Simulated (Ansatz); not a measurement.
# Tungsten, omega (AlB2-type) under PBEsol: structure, energy and stiffness, part 2 of 2

The plan for tungsten in the omega (AlB2-type) structure: relax it, solve it on a dense k-mesh, then scale the cell to 7 volumes from 88 to 112 % of the relaxed one and try a fit of the equation of state. Spin polarisation is left out. The k-meshes are 8×8×11 for the relaxation; 10×10×16 for the dense run; 9×9×14 for the volumes.

Ansatz 0.2.0; DFT, PBEsol, plane waves (420 eV) with PAW, scalar-relativistic. The steps go on from the part before.

### Step 3. Single point on a dense mesh

input.yaml

```yaml
crystal:
  lattice:
    - [4.6415938687, 0.0, 0.0]
    - [-2.3207969344, 4.0197382044, 0.0]
    - [0.0, 0.0, 2.5833353254]
  atoms:
    - { symbol: W, position: [1.0, 1.0, 0.0] }
    - { symbol: W, position: [0.3333333333, 0.6666666667, 0.5] }
    - { symbol: W, position: [0.6666666667, 0.3333333333, 0.5] }
hamiltonian:
  xc: pbesol
  pseudopotentials:
    kind: paw
    azcp:
      W: "pseudopotentials/W.paw.azcp"
basis:
  ecutwfc: 420
  fft_grid_basis: typed
kpoints:
  mp_grid: { grid: [10, 10, 16], shift: [0, 0, 0] }
magnetization:
  spin_polarized: false
scf:
  occupations: { method: fermi_dirac, width: 0.1 }
output:
  write_density: true
  write_potential: true
  elf: true
  volumetric_format: npy
```

The log of the run (excerpt; [...] marks lines left out):

```text
Warning: <dir> the record states the generating functional pbe (its physics header spells it `PBE`), which answers neither for hamiltonian.xc's functional nor for the pbesol family's — results may be inconsistent (PPs are generated against a specific XC)
Warning: RAYON_NUM_THREADS=2 ignored (pool sized by the plan → 2); use --threads N
[...]
Pseudopotentials: kind: paw
Pseudopotential: W, paw, valence charge 14, recommended cutoff 420 eV (normal), <dir>
Functional definition: PBEsol
[...]
Crystal: 3 atoms, lattice volume = 48.200 Å³
Basis set: ecut = 420 eV, 915 PW (Γ)
Bands: 26, of which v1, the nominal top of the filled ones, is band 21 counted from 1 (20 counted from 0)
Symmetry: 24 space group operations
Space group: P6/mmm (ITA 191), of the structure as read, at distance tolerance 3.6e-5 Å
k-points: 126 of 1600
[...]
SCF iter   1: F=—  HF=-30768.099584 eV  |F-HF|=—  |Δ(HF+E_count)|=         —  Δρ=8.37e-3  dr2=2.39e-2  ethr=1.77e-3  ⟨swp⟩=5.0  Hψ=13731  notcnv=0
[...]
SCF iter   6: F=-30768.095356 eV  HF=-30768.095356 eV  |F-HF|=3.90e-8  |Δ(HF+E_count)|=   1.15e-7  Δρ=9.02e-6  dr2=4.90e-8  ethr=2.38e-10  ⟨swp⟩=2.0  Hψ=7885  notcnv=0
[...]
SCF converged after 6 iterations
Free energy (F): -30768.095356 eV
[...]
E sigma→0 (E₀):  -30768.038579 eV
Entropy (-TS):   -0.113554 eV (-37.851 meV/atom)
Fermi energy:    21.887646 eV
[...]
--- Band table (eV; the first three rows and the last of 126) ---
  k-point 0: bands = ["-51.9729", "-51.8052", "-51.6984", "-16.4362", "-16.4362", "-16.3614", "-16.3614", "-15.5563", "-15.5563", "-15.5301", "-15.3216", "-15.2436", "12.5659", "16.6436", "18.4006", "19.3565", "19.3565", "19.3930", "19.3930", "19.5666", "21.5569", "21.5569", "24.0849", [...]
[...]
```

It took 4.4 s on 2 threads of Intel Xeon Platinum 8488C (Sapphire Rapids), shared host; peak memory 0.43 GiB.

Density in a lattice plane of the grid's cell (edges 4.64 and 4.64 Å, at 0.500 of the third edge), which holds W.

Ten even steps from ' ' (0.29 e/Å³) to '@' (5.37 e/Å³):
```
                                                
                  ........                      
              ..::--==--::..                    
            ..==**####**==::                    
          ::++%%@@@@@@%%++::                    
        ..++%%@@%%%%@@%%==..                    
      ..--##@@%%##@@@@**::                      
      ::++%%@@@@@@@@**--..                      
      ::==##%%%%##++::..          ........      
      ..--==++==--..          ..--==++==--..    
        ........          ..::++##%%%%##==::    
                        ..--**@@@@@@@@%%++::    
                        ::**@@@@##%%@@##--..    
                      ..==%%@@%%%%@@%%++..      
                      ::++%%@@@@@@%%++::        
                      ::==**####**==..          
                      ..::--==--::..            
                        ........                
                                                
                                                
```
Columns run along the first of these edges and rows up along the second, over one cell in 24 and 20 even steps from the bottom left corner. Atoms in the plane (fractional): W at (0.33, 0.67), W at (0.67, 0.33).

ELF in the same plane.

Ten even steps from ' ' (0.07) to '@' (0.72):
```
========++****++====--------====++****++========
======++++++==------======--::--==++++++========
==++++++==--::==**##%%##**==::::==++++++++======
++**++==::::++%%@@@@@@@@%%++::::==++**++++++++++
****==::::**@@@@##**##@@@@**::::==******++++++**
**++--::++@@@@++....**@@%%==::==++****++++++++**
++==--==%%@@##..  --%%@@**----++++====------==++
++==--++@@@@##==++%%@@##==--====----::::::::--==
==----**@@@@@@@@@@@@**==--====----==++++==----==
==----++##@@@@@@##++----==----++##@@@@@@##++----
====----==++++==----====--==**@@@@@@@@@@@@**----
++==--::::::::----====--==##@@%%++==##@@@@++--==
++++==------====++++----**@@%%--  ..##@@%%==--==
****++++++++****++==::==%%@@**....++@@@@++::--++
****++++++******==::::**@@@@##**##@@@@**::::==**
++++++++++++**++==::::++%%@@@@@@@@%%++::::==++**
========++++++++==::::==**##%%##**==::--==++++++
==========++++++==--::--======------==++++++====
==========++****++====--------====++****++======
========++++******++++======++++******++++======
```
Columns run along the first of these edges and rows up along the second, over one cell in 24 and 20 even steps from the bottom left corner. Atoms in the plane (fractional): W at (0.33, 0.67), W at (0.67, 0.33).

Both are smooth fields of the valence electrons: close to the nuclei they are not physical.

The highest ELF values outside the cores: 0.50 between the atoms, 1.7 Å from W.

### Step 4. At 88 % of the relaxed volume

Edit input.yaml of step 3 so:

```diff
@@ -2,5 +2,5 @@
   lattice:
-    - [4.6415938687, 0.0, 0.0]
-    - [-2.3207969344, 4.0197382044, 0.0]
-    - [0.0, 0.0, 2.5833353254]
+    - [4.4479650062, 0.0, 0.0]
+    - [-2.2239825031, 3.8520506905, 0.0]
+    - [0.0, 0.0, 2.4755688351]
   atoms:
@@ -19,3 +19,3 @@
 kpoints:
-  mp_grid: { grid: [10, 10, 16], shift: [0, 0, 0] }
+  mp_grid: { grid: [9, 9, 14], shift: [0, 0, 0] }
 magnetization:
@@ -24,3 +24,5 @@
   occupations: { method: fermi_dirac, width: 0.1 }
+  lower_state_search: "off"
 output:
+  stress: true
   write_density: true
```

The log of the run (excerpt; [...] marks lines left out):

```text
Warning: <dir> the record states the generating functional pbe (its physics header spells it `PBE`), which answers neither for hamiltonian.xc's functional nor for the pbesol family's — results may be inconsistent (PPs are generated against a specific XC)
Warning: RAYON_NUM_THREADS=2 ignored (pool sized by the plan → 2); use --threads N
[...]
[... 3 set-up lines as earlier in the session ...]
[...]
Crystal: 3 atoms, lattice volume = 42.416 Å³
Basis set: ecut = 420 eV, 855 PW (Γ)
Bands: 26, of which v1, the nominal top of the filled ones, is band 21 counted from 1 (20 counted from 0)
[... 1 set-up line as earlier in the session ...]
Space group: P6/mmm (ITA 191), of the structure as read, at distance tolerance 3.5e-5 Å
k-points: 96 of 1134
[...]
SCF iter   1: F=—  HF=-30767.301137 eV  |F-HF|=—  |Δ(HF+E_count)|=         —  Δρ=9.32e-3  dr2=2.48e-2  ethr=1.77e-3  ⟨swp⟩=5.2  Hψ=10866  notcnv=0
[...]
SCF iter   6: F=-30767.297160 eV  HF=-30767.297160 eV  |F-HF|=3.86e-10  |Δ(HF+E_count)|=   4.28e-8  Δρ=3.46e-6  dr2=1.93e-9  ethr=2.38e-10  ⟨swp⟩=9.5  Hψ=16130  notcnv=0
[...]
SCF converged after 6 iterations
Free energy (F): -30767.297160 eV
[...]
E sigma→0 (E₀):  -30767.245945 eV
Entropy (-TS):   -0.102430 eV (-34.143 meV/atom)
Fermi energy:    25.333075 eV
[...]
--- Stress (GPa, compression-positive) ---
       47.832600      -0.000000       0.000000
       -0.000000      47.832600       0.000000
        0.000000       0.000000      51.732766
  P = ⅓ Tr σ = 49.1327 GPa (491.327 kbar)
--- Band table (eV; the first three rows and the last of 96) ---
  k-point 0: bands = ["-48.4307", "-48.2441", "-48.0860", "-13.1718", "-13.1718", "-12.9941", "-12.9941", "-11.8295", "-11.8295", "-11.8062", "-11.5010", "-11.3976", "15.2971", "19.2226", "21.4606", "22.5197", "22.5197", "22.5478", "22.5478", "22.5508", "24.7938", "24.7938", "27.7525", [...]
[...]
```

Wall time 3.2 s (2 threads of Intel Xeon Platinum 8488C (Sapphire Rapids), shared host); peak memory 0.41 GiB.

### Step 5. At 92 % of the relaxed volume

Edit input.yaml of step 4 so:

```diff
@@ -2,5 +2,5 @@
   lattice:
-    - [4.4479650062, 0.0, 0.0]
-    - [-2.2239825031, 3.8520506905, 0.0]
-    - [0.0, 0.0, 2.4755688351]
+    - [4.5143623326, 0.0, 0.0]
+    - [-2.2571811663, 3.9095524619, 0.0]
+    - [0.0, 0.0, 2.5125230718]
   atoms:
@@ -27,5 +27 @@
   stress: true
-  write_density: true
-  write_potential: true
-  elf: true
-  volumetric_format: npy
```

The log of the run (excerpt; [...] marks lines left out):

```text
Warning: <dir> the record states the generating functional pbe (its physics header spells it `PBE`), which answers neither for hamiltonian.xc's functional nor for the pbesol family's — results may be inconsistent (PPs are generated against a specific XC)
Warning: RAYON_NUM_THREADS=2 ignored (pool sized by the plan → 2); use --threads N
[...]
[... 3 set-up lines as earlier in the session ...]
[...]
Crystal: 3 atoms, lattice volume = 44.344 Å³
Basis set: ecut = 420 eV, 867 PW (Γ)
Bands: 26, of which v1, the nominal top of the filled ones, is band 21 counted from 1 (20 counted from 0)
[... 2 set-up lines as earlier in the session ...]
k-points: 96 of 1134
[...]
SCF iter   1: F=—  HF=-30767.770052 eV  |F-HF|=—  |Δ(HF+E_count)|=         —  Δρ=9.10e-3  dr2=2.71e-2  ethr=1.77e-3  ⟨swp⟩=5.0  Hψ=10650  notcnv=0
[...]
SCF iter   6: F=-30767.765514 eV  HF=-30767.765514 eV  |F-HF|=3.46e-10  |Δ(HF+E_count)|=   5.10e-8  Δρ=4.39e-6  dr2=2.59e-9  ethr=2.38e-10  ⟨swp⟩=4.3  Hψ=7948  notcnv=0
[...]
SCF converged after 6 iterations
Free energy (F): -30767.765514 eV
[...]
E sigma→0 (E₀):  -30767.712922 eV
Entropy (-TS):   -0.105184 eV (-35.061 meV/atom)
Fermi energy:    24.095720 eV
[...]
--- Stress (GPa, compression-positive) ---
       28.919663       0.000000       0.000000
        0.000000      28.919663       0.000000
        0.000000       0.000000      30.301430
  P = ⅓ Tr σ = 29.3803 GPa (293.803 kbar)
```

It took 2 s on 2 threads of Intel Xeon Platinum 8488C (Sapphire Rapids), shared host; peak memory 0.41 GiB.

### Step 6. At 96 % of the relaxed volume

Edit input.yaml of step 5 so:

```diff
@@ -2,5 +2,5 @@
   lattice:
-    - [4.5143623326, 0.0, 0.0]
-    - [-2.2571811663, 3.9095524619, 0.0]
-    - [0.0, 0.0, 2.5125230718]
+    - [4.5788619373, 0.0, 0.0]
+    - [-2.2894309686, 3.9654107581, 0.0]
+    - [0.0, 0.0, 2.5484211086]
   atoms:
@@ -27 +27,5 @@
   stress: true
+  write_density: true
+  write_potential: true
+  elf: true
+  volumetric_format: npy
```

The log of the run (excerpt; [...] marks lines left out):

```text
Warning: <dir> the record states the generating functional pbe (its physics header spells it `PBE`), which answers neither for hamiltonian.xc's functional nor for the pbesol family's — results may be inconsistent (PPs are generated against a specific XC)
Warning: RAYON_NUM_THREADS=2 ignored (pool sized by the plan → 2); use --threads N
[...]
[... 3 set-up lines as earlier in the session ...]
[...]
Crystal: 3 atoms, lattice volume = 46.272 Å³
Basis set: ecut = 420 eV, 915 PW (Γ)
Bands: 26, of which v1, the nominal top of the filled ones, is band 21 counted from 1 (20 counted from 0)
[... 2 set-up lines as earlier in the session ...]
k-points: 96 of 1134
[...]
SCF iter   1: F=—  HF=-30768.023932 eV  |F-HF|=—  |Δ(HF+E_count)|=         —  Δρ=8.90e-3  dr2=2.98e-2  ethr=1.77e-3  ⟨swp⟩=5.0  Hψ=10600  notcnv=0
[...]
SCF iter   6: F=-30768.018839 eV  HF=-30768.018839 eV  |F-HF|=1.21e-8  |Δ(HF+E_count)|=   1.52e-7  Δρ=7.20e-6  dr2=2.01e-8  ethr=2.38e-10  ⟨swp⟩=9.9  Hψ=16705  notcnv=0
[...]
SCF converged after 6 iterations
Free energy (F): -30768.018839 eV
[...]
E sigma→0 (E₀):  -30767.964550 eV
Entropy (-TS):   -0.108578 eV (-36.193 meV/atom)
Fermi energy:    22.956361 eV
[...]
--- Stress (GPa, compression-positive) ---
       13.399748       0.000000       0.000000
       -0.000000      13.399748       0.000000
        0.000000       0.000000      13.006838
  P = ⅓ Tr σ = 13.2688 GPa (132.688 kbar)
--- Band table (eV; the first three rows and the last of 96) ---
  k-point 0: bands = ["-50.8829", "-50.7027", "-50.5784", "-15.4154", "-15.4154", "-15.3194", "-15.3194", "-14.4081", "-14.4081", "-14.3923", "-14.1503", "-14.0589", "13.3915", "17.4342", "19.3444", "20.3215", "20.3215", "20.3546", "20.3546", "20.4797", "22.5563", "22.5563", "25.2107", [...]
[...]
```

Run time: 3.4 s. Hardware: 2 threads of Intel Xeon Platinum 8488C (Sapphire Rapids), shared host; peak memory 0.41 GiB.

### Step 7. At 100 % of the relaxed volume

Edit input.yaml of step 6 so:

```diff
@@ -2,5 +2,5 @@
   lattice:
-    - [4.5788619373, 0.0, 0.0]
-    - [-2.2894309686, 3.9654107581, 0.0]
-    - [0.0, 0.0, 2.5484211086]
+    - [4.6415938687, 0.0, 0.0]
+    - [-2.3207969344, 4.0197382044, 0.0]
+    - [0.0, 0.0, 2.5833353254]
   atoms:
@@ -27,5 +27 @@
   stress: true
-  write_density: true
-  write_potential: true
-  elf: true
-  volumetric_format: npy
```

The log of the run (excerpt; [...] marks lines left out):

```text
Warning: <dir> the record states the generating functional pbe (its physics header spells it `PBE`), which answers neither for hamiltonian.xc's functional nor for the pbesol family's — results may be inconsistent (PPs are generated against a specific XC)
Warning: RAYON_NUM_THREADS=2 ignored (pool sized by the plan → 2); use --threads N
[...]
[... 3 set-up lines as earlier in the session ...]
[...]
Crystal: 3 atoms, lattice volume = 48.200 Å³
Basis set: ecut = 420 eV, 915 PW (Γ)
Bands: 26, of which v1, the nominal top of the filled ones, is band 21 counted from 1 (20 counted from 0)
[... 2 set-up lines as earlier in the session ...]
k-points: 96 of 1134
[...]
SCF iter   1: F=—  HF=-30768.101975 eV  |F-HF|=—  |Δ(HF+E_count)|=         —  Δρ=8.61e-3  dr2=3.04e-2  ethr=1.77e-3  ⟨swp⟩=5.0  Hψ=10416  notcnv=0
[...]
SCF iter   6: F=-30768.096835 eV  HF=-30768.096835 eV  |F-HF|=2.86e-8  |Δ(HF+E_count)|=   2.24e-7  Δρ=8.70e-6  dr2=4.03e-8  ethr=2.38e-10  ⟨swp⟩=3.6  Hψ=9115  notcnv=0
[...]
SCF converged after 6 iterations
Free energy (F): -30768.096835 eV
[...]
E sigma→0 (E₀):  -30768.040288 eV
Entropy (-TS):   -0.113094 eV (-37.698 meV/atom)
Fermi energy:    21.903553 eV
[...]
--- Stress (GPa, compression-positive) ---
        0.700918      -0.000000       0.000000
        0.000000       0.700918       0.000000
        0.000000       0.000000      -0.977864
  P = ⅓ Tr σ = 0.1413 GPa (1.413 kbar)
```

It took 2.5 s on 2 threads of Intel Xeon Platinum 8488C (Sapphire Rapids), shared host; peak memory 0.4 GiB.

### Step 8. At 104 % of the relaxed volume

Edit input.yaml of step 7 so:

```diff
@@ -2,5 +2,5 @@
   lattice:
-    - [4.6415938687, 0.0, 0.0]
-    - [-2.3207969344, 4.0197382044, 0.0]
-    - [0.0, 0.0, 2.5833353254]
+    - [4.7026744768, 0.0, 0.0]
+    - [-2.3513372384, 4.0726355627, 0.0]
+    - [0.0, 0.0, 2.6173304781]
   atoms:
```

The log of the run (excerpt; [...] marks lines left out):

```text
Warning: <dir> the record states the generating functional pbe (its physics header spells it `PBE`), which answers neither for hamiltonian.xc's functional nor for the pbesol family's — results may be inconsistent (PPs are generated against a specific XC)
Warning: RAYON_NUM_THREADS=2 ignored (pool sized by the plan → 2); use --threads N
[...]
[... 3 set-up lines as earlier in the session ...]
[...]
Crystal: 3 atoms, lattice volume = 50.128 Å³
Basis set: ecut = 420 eV, 975 PW (Γ)
Bands: 26, of which v1, the nominal top of the filled ones, is band 21 counted from 1 (20 counted from 0)
[... 1 set-up line as earlier in the session ...]
Space group: P6/mmm (ITA 191), of the structure as read, at distance tolerance 3.7e-5 Å
k-points: 96 of 1134
[...]
SCF iter   1: F=—  HF=-30768.036599 eV  |F-HF|=—  |Δ(HF+E_count)|=         —  Δρ=8.17e-3  dr2=2.82e-2  ethr=1.77e-3  ⟨swp⟩=5.0  Hψ=10013  notcnv=0
[...]
SCF iter   6: F=-30768.032051 eV  HF=-30768.032051 eV  |F-HF|=1.84e-8  |Δ(HF+E_count)|=   1.90e-7  Δρ=7.80e-6  dr2=2.93e-8  ethr=2.38e-10  ⟨swp⟩=3.3  Hψ=9412  notcnv=0
[...]
SCF converged after 6 iterations
Free energy (F): -30768.032051 eV
[...]
E sigma→0 (E₀):  -30767.972960 eV
Entropy (-TS):   -0.118182 eV (-39.394 meV/atom)
Fermi energy:    20.927553 eV
[...]
--- Stress (GPa, compression-positive) ---
       -9.655832      -0.000000       0.000000
       -0.000000      -9.655832       0.000000
        0.000000       0.000000     -12.313310
  P = ⅓ Tr σ = -10.5417 GPa (-105.417 kbar)
```

Wall time 2.5 s (2 threads of Intel Xeon Platinum 8488C (Sapphire Rapids), shared host); peak memory 0.41 GiB.

### Step 9. At 108 % of the relaxed volume

Edit input.yaml of step 8 so:

```diff
@@ -2,5 +2,5 @@
   lattice:
-    - [4.7026744768, 0.0, 0.0]
-    - [-2.3513372384, 4.0726355627, 0.0]
-    - [0.0, 0.0, 2.6173304781]
+    - [4.7622083219, 0.0, 0.0]
+    - [-2.3811041609, 4.1241933848, 0.0]
+    - [0.0, 0.0, 2.6504647611]
   atoms:
```

The log of the run (excerpt; [...] marks lines left out):

```text
Warning: <dir> the record states the generating functional pbe (its physics header spells it `PBE`), which answers neither for hamiltonian.xc's functional nor for the pbesol family's — results may be inconsistent (PPs are generated against a specific XC)
Warning: RAYON_NUM_THREADS=2 ignored (pool sized by the plan → 2); use --threads N
[...]
[... 3 set-up lines as earlier in the session ...]
[...]
Crystal: 3 atoms, lattice volume = 52.056 Å³
Basis set: ecut = 420 eV, 1011 PW (Γ)
Bands: 26, of which v1, the nominal top of the filled ones, is band 21 counted from 1 (20 counted from 0)
[... 2 set-up lines as earlier in the session ...]
k-points: 96 of 1134
[...]
SCF iter   1: F=—  HF=-30767.854939 eV  |F-HF|=—  |Δ(HF+E_count)|=         —  Δρ=7.61e-3  dr2=2.38e-2  ethr=1.77e-3  ⟨swp⟩=5.0  Hψ=9905  notcnv=0
[...]
SCF iter   6: F=-30767.851140 eV  HF=-30767.851140 eV  |F-HF|=1.23e-8  |Δ(HF+E_count)|=   1.67e-7  Δρ=7.22e-6  dr2=2.27e-8  ethr=2.38e-10  ⟨swp⟩=4.9  Hψ=8114  notcnv=0
[...]
SCF converged after 6 iterations
Free energy (F): -30767.851140 eV
[...]
E sigma→0 (E₀):  -30767.789455 eV
Entropy (-TS):   -0.123369 eV (-41.123 meV/atom)
Fermi energy:    20.020477 eV
[...]
--- Stress (GPa, compression-positive) ---
      -18.082598      -0.000000       0.000000
       -0.000000     -18.082598       0.000000
        0.000000       0.000000     -21.513638
  P = ⅓ Tr σ = -19.2263 GPa (-192.263 kbar)
```

It took 2.8 s on 2 threads of Intel Xeon Platinum 8488C (Sapphire Rapids), shared host; peak memory 0.42 GiB.

### Step 10. At 112 % of the relaxed volume

Edit input.yaml of step 9 so:

```diff
@@ -2,5 +2,5 @@
   lattice:
-    - [4.7622083219, 0.0, 0.0]
-    - [-2.3811041609, 4.1241933848, 0.0]
-    - [0.0, 0.0, 2.6504647611]
+    - [4.8202897573, 0.0, 0.0]
+    - [-2.4101448787, 4.1744933834, 0.0]
+    - [0.0, 0.0, 2.682790688]
   atoms:
@@ -27 +27,5 @@
   stress: true
+  write_density: true
+  write_potential: true
+  elf: true
+  volumetric_format: npy
```

The log of the run (excerpt; [...] marks lines left out):

```text
Warning: <dir> the record states the generating functional pbe (its physics header spells it `PBE`), which answers neither for hamiltonian.xc's functional nor for the pbesol family's — results may be inconsistent (PPs are generated against a specific XC)
Warning: RAYON_NUM_THREADS=2 ignored (pool sized by the plan → 2); use --threads N
[...]
[... 3 set-up lines as earlier in the session ...]
[...]
Crystal: 3 atoms, lattice volume = 53.984 Å³
Basis set: ecut = 420 eV, 1029 PW (Γ)
Bands: 26, of which v1, the nominal top of the filled ones, is band 21 counted from 1 (20 counted from 0)
[... 1 set-up line as earlier in the session ...]
Space group: P6/mmm (ITA 191), of the structure as read, at distance tolerance 3.8e-5 Å
k-points: 96 of 1134
[...]
SCF iter   1: F=—  HF=-30767.578895 eV  |F-HF|=—  |Δ(HF+E_count)|=         —  Δρ=6.97e-3  dr2=1.82e-2  ethr=1.77e-3  ⟨swp⟩=4.9  Hψ=9981  notcnv=0
[...]
SCF iter   6: F=-30767.575908 eV  HF=-30767.575908 eV  |F-HF|=1.11e-9  |Δ(HF+E_count)|=  9.75e-10  Δρ=1.91e-6  dr2=2.29e-9  ethr=1.63e-10  ⟨swp⟩=6.4  Hψ=14378  notcnv=0
the search or the solves at the SCF's close seem to have found levels that the self-consistency loop had missed (the run counts 1). By its estimate they hold under 1e-12 electrons; where the run keeps them, the occupations were computed again with them
[...]
SCF converged after 6 iterations
Free energy (F): -30767.575908 eV
[...]
E sigma→0 (E₀):  -30767.511683 eV
Entropy (-TS):   -0.128449 eV (-42.816 meV/atom)
Fermi energy:    19.175445 eV
[...]
--- Stress (GPa, compression-positive) ---
      -24.914707       0.000000       0.000000
        0.000000     -24.914707       0.000000
        0.000000       0.000000     -28.980702
  P = ⅓ Tr σ = -26.2700 GPa (-262.700 kbar)
--- Band table (eV; the first three rows and the last of 96) ---
  k-point 0: bands = ["-54.8834", "-54.6839", "-54.6143", "-19.1461", "-19.1461", "-19.1273", "-19.1273", "-18.5398", "-18.5367", "-18.5367", "-18.3678", "-18.3012", "10.4757", "14.5614", "15.9869", "16.8787", "16.8787", "16.9302", "16.9302", "17.1569", "18.9449", "18.9449", "21.1190", [...]
[...]
```

It took 3.8 s on 2 threads of Intel Xeon Platinum 8488C (Sapphire Rapids), shared host; peak memory 0.43 GiB.

### Step 11. Fitting the volumes

The cell was scaled evenly, with its shape and the fractional positions fixed.

| V (Å³/atom) | E − E₀ (meV/atom) | P from the stress (GPa) | P from the fit (GPa) |
| --- | --- | --- | --- |
| 14.139 | 264.7 | 49.13 | 49.17 |
| 14.781 | 109.0 | 29.38 | 29.23 |
| 15.424 | 25.2 | 13.27 | 13.08 |
| 16.067 | -0.1 | 0.14 | -0.05 |
| 16.709 | 22.4 | -10.54 | -10.73 |
| 17.352 | 83.5 | -19.23 | -19.44 |
| 17.995 | 176.1 | -26.27 | -26.55 |

Fit (Birch-Murnaghan, third order): V₀ = 16.064 Å³/atom, B₀ = 296 GPa, B₀′ = 4.1, largest residual 0.11 meV/atom.

Fit and stress differ a little: one follows E(σ → 0), the other the smeared free energy.

### Step 12. What came out

What follows sums up all 2 parts.

| quantity | value |
| --- | --- |
| space group (spins left aside) | P6/mmm (No. 191) |
| conventional cell | a = 4.642 Å, c = 2.583 Å (c/a = 0.557) |
| volume | 16.067 Å³/atom |
| shortest distance | 2.583 Å |
| gap on the mesh | none (levels filled in part) |
| relative to bcc | +555 meV/atom |
| highest ELF outside the cores | 0.50, 1.66 Å from the nearest atom |
| V₀, B₀, B₀′ | 16.064 Å³/atom, 296 GPa, 4.1 |

In words: From the guessed start the volume grew by 1.4 % in 6 steps. It lies 555 meV/atom above the element's reference form at the same level (bcc, from a run of its own), so it is far from stable. No gap shows: it is a metal or semimetal at this level. B₀ comes out at 296 GPa, among the stiffest elements; letting shape and positions relax at each volume could only lower it. The symmetry was held, so the structure may be unstable against distortions that break it.
